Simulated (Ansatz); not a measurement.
Runs of Ansatz 0.2.0 on MoP. The structure is hexagonal, space group P-6m2 (No. 187). The conventional cell has a = 3.223 Å, b = 3.223 Å, c = 3.191 Å, α = 90.00°, β = 90.00°, γ = 120.00°. Mo (site symmetry -6m2) is surrounded by 6 P at 2.45 Å. P (site symmetry -6m2) is surrounded by 6 Mo at 2.45 Å. 

```csv
task,level,cell,cutoff (eV),smearing,pressure (GPa),relaxed volume (Å³/atom)
relaxation of cell and atoms,revPBE+D3(BJ),relaxed,-,fermi-dirac 0.05 eV,0.0,(b)
relaxation of cell and atoms,PBEsol+D4,relaxed,-,fermi-dirac 0.05 eV,0.0,(a)
single point,PBE,as given,254,gaussian 0.018 eV,2.6,-
relaxation of cell and atoms,LDA,relaxed,-,fermi-dirac 0.05 eV,0.0,13.92
relaxation of cell and atoms,revPBE,relaxed,-,fermi-dirac 0.05 eV,0.0,14.67
```

Alike in all rows: potentials or basis all-electron LAPW, scalar-relativistic; no spin polarisation; k mesh 10 × 10 × 8; basis error allowed 0.001 eV/atom.

**Question.** Estimate the missing entries.

**Answer.** (a) 13.91; (b) 13.77.
